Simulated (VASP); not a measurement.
# GaP (F-43m) in VASP: a series of runs

The runs below take GaP through relaxation of cell and atoms, with PBEsol.

Everything below comes from runs of VASP 6.6.1. Logs are shortened: lines on timing, memory, paths and dates and some standing lists are left out, and cuts for length are marked.

### Step 1. Starting point

Symmetry: F-43m, No. 216, cubic system. The conventional cell has a = 5.451 Å, b = 5.451 Å, c = 5.451 Å, α = 90.00°, β = 90.00°, γ = 90.00°. Ga (site symmetry -43m) is surrounded by 4 P at 2.36 Å. Around P (site symmetry -43m) lie 4 Ga at 2.36 Å.

### Step 2. Relaxation of cell and atoms, PBEsol

INCAR

```
ALGO = Normal
EDIFF = 1E-6
EDIFFG = -0.01
ENCUT = 600
GGA = PS
IBRION = 2
ISIF = 3
ISMEAR = 0
KPAR = 4
LASPH = T
LCHARG = F
LREAL = F
LWAVE = F
NELM = 80
NSW = 90
PREC = Accurate
SIGMA = 0.03
```

KPOINTS

```
k-points
0
Gamma
  8 8 8
```

POSCAR

```
GaP
1.0
    0.0000000000      2.7252500000      2.7252500000
    2.7252500000      0.0000000000      2.7252500000
    2.7252500000      2.7252500000      0.0000000000
Ga P
1 1
Direct
    0.0000000000      0.0000000000      0.0000000000
    0.2500000000      0.2500000000      0.2500000000
```

Potentials or basis: VASP PAW PBE potentials, release 64 (Ga_d, P).

On the command line:

```sh
$ cat potpaw_PBE.64/Ga_d/POTCAR potpaw_PBE.64/P/POTCAR > POTCAR
$ mpirun -np 4 vasp_std > vasp.out
```

OUTCAR:

```text
EDIFF = 1E-6
   EDIFFG = -0.01
   ENCUT = 600
   GGA = PS
   IBRION = 2
   ISIF = 3
   ISMEAR = 0
   LASPH = T
   LREAL = F
   NELM = 80
   NSW = 90
   PREC = Accurate

 ion  position               nearest neighbor table
   1  0.000  0.000  0.000-   2 2.36   2 2.36   2 2.36   2 2.36
   2  0.250  0.250  0.250-   1 2.36   1 2.36   1 2.36   1 2.36

  LATTYP: Found a face centered cubic cell.
 ALAT       =     5.4505000000

  Lattice vectors:

 A1 = (   0.0000000000,   2.7252500000,   2.7252500000)
 A2 = (   2.7252500000,   0.0000000000,   2.7252500000)
 A3 = (   2.7252500000,   2.7252500000,   0.0000000000)

Analysis of symmetry for initial positions (statically):
=====================================================================
 Subroutine PRICEL returns:
 Original cell was already a primitive cell.

 Routine SETGRP: Setting up the symmetry group for a
 face centered cubic supercell.

 Subroutine GETGRP returns: Found 24 space group operations
 (whereof 24 operations were pure point group operations)
 out of a pool of 48 trial point group operations.

The static configuration has the point symmetry T_d .

Analysis of symmetry for dynamics (positions and initial velocities):
=====================================================================
 Subroutine PRICEL returns:
 Original cell was already a primitive cell.

 Routine SETGRP: Setting up the symmetry group for a
 face centered cubic supercell.

 Subroutine GETGRP returns: Found 24 space group operations
 (whereof 24 operations were pure point group operations)
 out of a pool of 48 trial point group operations.

The dynamic configuration has the point symmetry T_d .

 Subroutine INISYM returns: Found 24 space group operations
 (whereof 24 operations are pure point group operations),
 and found     1 'primitive' translations

----------------------------------------------------------------------------------------

                                     Primitive cell

  volume of cell :      40.4808

  direct lattice vectors                    reciprocal lattice vectors
     0.000000000  2.725250000  2.725250000    -0.183469406  0.183469406  0.183469406
     2.725250000  0.000000000  2.725250000     0.183469406 -0.183469406  0.183469406
     2.725250000  2.725250000  0.000000000     0.183469406  0.183469406 -0.183469406

  length of vectors
     3.854085511  3.854085511  3.854085511     0.317778334  0.317778334  0.317778334

  position of ions in fractional coordinates (direct lattice)
     0.000000000  0.000000000  0.000000000
     0.250000000  0.250000000  0.250000000

  ion indices of the primitive-cell ions
   primitive index   ion index
                 1           1
                 2           2

----------------------------------------------------------------------------------------

 KPOINTS: k-points

Automatic generation of k-mesh.
 Grid dimensions read from file:
 generate k-points for:    8    8    8

 Generating k-lattice:

  Cartesian coordinates                     Fractional coordinates (reciprocal lattice)
    -0.022933676  0.022933676  0.022933676     0.125000000  0.000000000  0.000000000
     0.022933676 -0.022933676  0.022933676     0.000000000  0.125000000  0.000000000
     0.022933676  0.022933676 -0.022933676     0.000000000  0.000000000  0.125000000

  Length of vectors
     0.039722292  0.039722292  0.039722292

  Shift w.r.t. Gamma in fractional coordinates (k-lattice)
     0.000000000  0.000000000  0.000000000

 Subroutine IBZKPT returns following result:
 ===========================================

 Found     29 irreducible k-points:

 Following reciprocal coordinates:
            Coordinates               Weight
  0.000000  0.000000  0.000000      1.000000
  0.125000  0.000000  0.000000      8.000000
  0.250000  0.000000  0.000000      8.000000
  0.375000  0.000000  0.000000      8.000000
  0.500000  0.000000  0.000000      4.000000
  0.125000  0.125000  0.000000      6.000000
[... 16 lines left out ...]
  0.500000  0.250000  0.125000     48.000000
 -0.375000  0.250000  0.125000     24.000000
 [... further k-points ...]
   k-points           NKPTS =     29   k-points in BZ     NKDIM =     29   number of bands    NBANDS=     13
   number of dos      NEDOS =    301   number of ions     NIONS =      2
   total plane-waves  NPLWV =  32768
   dimension x,y,z NGX =    32 NGY =   32 NGZ =   32
   dimension x,y,z NGXF=    64 NGYF=   64 NGZF=   64
   ions per type =               1   1
   NGX,Y,Z   is equivalent  to a cutoff of  13.80, 13.80, 13.80 a.u.
   NGXF,Y,Z  is equivalent  to a cutoff of  27.61, 27.61, 27.61 a.u.
 SYSTEM =  unknown system
   PREC   = accura    normal or accurate (medium, high low for compatibility)
   ISTART =      0    job   : 0-new  1-cont  2-samecut
   ICHARG =      2    charge: 1-file 2-atom 10-const
   ISPIN  =      1    spin polarized calculation?
   LNONCOLLINEAR =      F non collinear calculations
   LSORBIT =      F    spin-orbit coupling
   LASPH  =      T    aspherical Exc in radial PAW
   ENCUT  =  600.0 eV  44.10 Ry    6.64 a.u.   7.70  7.70  7.70*2*pi/ulx,y,z
   NELM   =     80;   NELMIN=  2; NELMDL= -5     # of ELM steps
   EDIFF  = 0.1E-05   stopping-criterion for ELM
   LREAL  =      F    real-space projection
   EDIFFG = -.1E-01   stopping-criterion for IOM
   NSW    =     90    number of steps for IOM
   IBRION =      2    ionic relax: 0-MD 1-quasi-New 2-CG
   NFREE  =      1    steps in history (QN), initial steepest desc. (CG)
   ISIF   =      3    stress and relaxation
   ISYM   =      2    0-nonsym 1-usesym 2-fastsym
   POTIM  = 0.5000    time-step for ionic-motion
   TEBEG  =    0.0;   TEEND  =   0.0 temperature during run
   PSTRESS=    0.0 pullay stress
   NELECT =      18.0000    total number of electrons
   NUPDOWN=      -1.0000    fix difference up-down
   EMIN   =  10.00;   EMAX   =-10.00  energy-range for DOS
   EFERMI =   0.00;   METHOD = LEGACY
   ISMEAR =     0;   SIGMA  =   0.03  broadening in eV -4-tet -1-fermi 0-gaus
   EFERMI_NEDOS =   21; number of points for ismear=-14 and -15
   IALGO  =     38    algorithm
   IMIX   =      4    mixing-type and parameters
     AMIX     =   0.40;   BMIX     =  1.00
     AMIX_MAG =   1.60;   BMIX_MAG =  1.00
  volume/ion in A,a.u.               =      20.24       136.59
  Fermi-wavevector in a.u.,A,eV,Ry     =   1.249538  2.361284 21.243377  1.561344
  Thomas-Fermi vector in A             =   2.383574
   LORBIT       =      0    0 simple, 1 ext, 2 COOP (PROOUT), +10 PAW based schemes
   GGA     = PS    functional components
   LHFCALC =     F    Hartree Fock is set to
   AEXX    =    0.0000 exact exchange contribution
   IVDW    =     0    specifies the selected vdW correction
   LEPSILON=     F    determine dielectric tensor
   LRPA    =     F    only Hartree local field effects (RPA)
 conjugate gradient relaxation of ions
 non-spin polarized calculation
 Gauss-broadening in eV      SIGMA  =   0.03
  energy-cutoff  :      600.00
  volume of cell :       40.48
 maximum number of plane-waves:      1365
   NGX = 15   NGY = 15   NGZ = 15

--------------------------------------- Ionic step        1  -------------------------------------------

 number of electron      18.0000003 magnetization

 Free energy of the ion-electron system (eV)
  ---------------------------------------------------
  ext. energy  EPLUGINS =         0.00000000
  ---------------------------------------------------
  free energy    TOTEN  =        -9.92055553 eV

  energy without entropy =       -9.92055553  energy(sigma->0) =       -9.92055553

------------------------ aborting loop because EDIFF is reached ----------------------------------------

  FORCE on cell =-STRESS in cart. coord.  units (eV):
  Direction    XX          YY          ZZ          XY          YZ          ZX
  --------------------------------------------------------------------------------------
  -------------------------------------------------------------------------------------
  Total       -0.1619797     -0.1619797     -0.1619797      0.0000000      0.0000000      0.0000000
  in kB       -6.4109467     -6.4109467     -6.4109467      0.0000000      0.0000000      0.0000000
  external PRESSURE =      -6.4109467 kB  Pullay stress =       0.0000000 kB

 VOLUME and BASIS-vectors are now :
 -----------------------------------------------------------------------------
  energy-cutoff  :      600.00
  volume of cell :       40.48
      direct lattice vectors                 reciprocal lattice vectors
     0.000000000  2.725250000  2.725250000    -0.183469406  0.183469406  0.183469406
     2.725250000  0.000000000  2.725250000     0.183469406 -0.183469406  0.183469406
     2.725250000  2.725250000  0.000000000     0.183469406  0.183469406 -0.183469406
[... 37 lines left out ...]
 POSITION                                       TOTAL-FORCE (eV/Angst)
 -----------------------------------------------------------------------------------
      2.71460      5.42920      2.71460        -0.000000     -0.000000     -0.000000
      1.35730      1.35730      1.35730         0.000000      0.000000      0.000000
 -----------------------------------------------------------------------------------
    total drift:                                0.000001      0.000001      0.000001

  FREE ENERGIE OF THE ION-ELECTRON SYSTEM (eV)
  ---------------------------------------------------
  free  energy   TOTEN  =        -9.9209681000 eV

  energy  without entropy=       -9.9209681000  energy(sigma->0) =       -9.92096810

--------------------------------------- Ionic step        3  -------------------------------------------

 number of electron      18.0000006 magnetization

 Free energy of the ion-electron system (eV)
  ---------------------------------------------------
  ext. energy  EPLUGINS =         0.00000000
  ---------------------------------------------------
  free energy    TOTEN  =        -9.92115721 eV

  energy without entropy =       -9.92115721  energy(sigma->0) =       -9.92115721

 E-fermi :   4.8414     XC(G=0): -10.0553

 val. band max:        4.6457692675   @ k =   0.0000   0.0000   0.0000
 cond. band min:       6.1468775514   @ k =   0.5000   0.5000   0.0000
 fundamental gap:      1.5011082840
 Fermi energy:         4.8414271980

 k-point     1 :       0.0000    0.0000    0.0000
  band No.  band energies     occupation
      1      -9.9088      2.00000
      2      -9.9088      2.00000
      3      -9.9088      2.00000
      4      -9.8057      2.00000
      5      -9.8057      2.00000
      6      -7.9354      2.00000
      7       4.6458      2.00000
      8       4.6458      2.00000
      9       4.6458      2.00000
     10       6.4582      0.00000
     11       8.4705      0.00000
     12       8.4705      0.00000
     13       8.4705      0.00000

 k-point     2 :       0.1250    0.0000    0.0000
  band No.  band energies     occupation
      1      -9.9232      2.00000
      2      -9.9039      2.00000
      3      -9.9039      2.00000
      4      -9.8058      2.00000
      5      -9.8058      2.00000
      6      -7.7295      2.00000
      7       2.9918      2.00000
      8       4.4094      2.00000
      9       4.4094      2.00000
     10       7.0702      0.00000
     11       8.8277      0.00000
[... 339 lines left out ...]
 k-point    24 :      -0.3750    0.2500    0.1250
  band No.  band energies     occupation
      1     -10.0000      2.00000
      2      -9.8770      2.00000
      3      -9.8643      2.00000
      4      -9.8113      2.00000
      5      -9.7982      2.00000
      6      -5.4051      2.00000
      7      -1.8637      2.00000
      8       1.3771      2.00000
      9       2.6631      2.00000
     10       8.0610      0.00000
     11       8.8339      0.00000
     12      11.0770      0.00000
     13      12.5057      0.00000

 [... further k-points ...]
[... 5 lines left out ...]
  --------------------------------------------------------------------------------------
  -------------------------------------------------------------------------------------
  Total       -0.0082515     -0.0082515     -0.0082515      0.0000000      0.0000000      0.0000000
  in kB       -0.3290546     -0.3290546     -0.3290546      0.0000000      0.0000000      0.0000000
  external PRESSURE =      -0.3290546 kB  Pullay stress =       0.0000000 kB

 VOLUME and BASIS-vectors are now :
 -----------------------------------------------------------------------------
  energy-cutoff  :      600.00
  volume of cell :       40.18
      direct lattice vectors                 reciprocal lattice vectors
     0.000000000  2.718416301  2.718416301    -0.183930622  0.183930622  0.183930622
     2.718416301  0.000000000  2.718416301     0.183930622 -0.183930622  0.183930622
     2.718416301  2.718416301  0.000000000     0.183930622  0.183930622 -0.183930622

 POSITION                                       TOTAL-FORCE (eV/Angst)
 -----------------------------------------------------------------------------------
      0.00000      0.00000      0.00000         0.000000      0.000000      0.000000
      1.35921      1.35921      1.35921        -0.000000     -0.000000     -0.000000
 -----------------------------------------------------------------------------------
    total drift:                                0.000001      0.000001      0.000001

  FREE ENERGIE OF THE ION-ELECTRON SYSTEM (eV)
  ---------------------------------------------------
  free  energy   TOTEN  =        -9.9211572072 eV

  energy  without entropy=       -9.9211572072  energy(sigma->0) =       -9.92115721

 reached required accuracy - stopping structural energy minimisation
```

It took 16 s on 4 MPI ranks of Intel Xeon Platinum 8488C (Sapphire Rapids), shared host; peak memory 0.18 GiB.

Results:

```
Free energy                            : -9.9212 eV
Relaxed volume                         : 20.09 Å³/atom
Relaxed cell                           : a = 3.844 Å, b = 3.844 Å, c = 3.844 Å, α = 60.00°, β = 60.00°, γ = 60.00°
Space group after relaxing (to 0.05 Å) : F-43m (No. 216)
Energy gained by relaxing              : 0.3 meV/atom
Ionic steps                            : 3
Pressure after relaxing                : 0.0 GPa
Band gap on the k mesh                 : 1.50 eV, indirect (least direct gap 1.81 eV)
```

Step by step:
```tsv
step	energy change (eV)	largest force (eV/Å)	pressure (GPa)	volume (Å³)
1	0.0000	0.0000	-0.64	40.48
2	-0.0004	0.0000	0.43	40.01
3	-0.0006	0.0000	-0.03	40.18
```

Final structure:
```cif
data_structure
_symmetry_space_group_name_H-M 'P 1'
_symmetry_Int_Tables_number 1
_cell_length_a 3.8444
_cell_length_b 3.8444
_cell_length_c 3.8444
_cell_angle_alpha 60.000
_cell_angle_beta 60.000
_cell_angle_gamma 60.000
_cell_volume 40.18
loop_
_atom_site_label
_atom_site_type_symbol
_atom_site_fract_x
_atom_site_fract_y
_atom_site_fract_z
_atom_site_occupancy
Ga1 Ga 0.00000 0.00000 0.00000 1
P1 P 0.25000 0.25000 0.25000 1
```

Levels at points of the mesh, in eV from the valence-band top:
| k point | band 7 | band 8 | band 9 | band 10 | band 11 | band 12 |
| --- | --- | --- | --- | --- | --- | --- |
| (0.00, 0.00, 0.00) | 0.00 | 0.00 | 0.00 | 1.81 | 3.82 | 3.82 |
| (0.50, 0.00, 0.00) | -6.74 | -1.14 | -1.14 | 1.61 | 4.65 | 4.65 |
| (0.50, 0.50, 0.00) | -6.84 | -2.74 | -2.74 | 1.50 | 1.71 | 10.61 |

Caveat: the PAW data sets were made with another functional, which shifts forces and pressure a little.

[end of part 1 of 2]
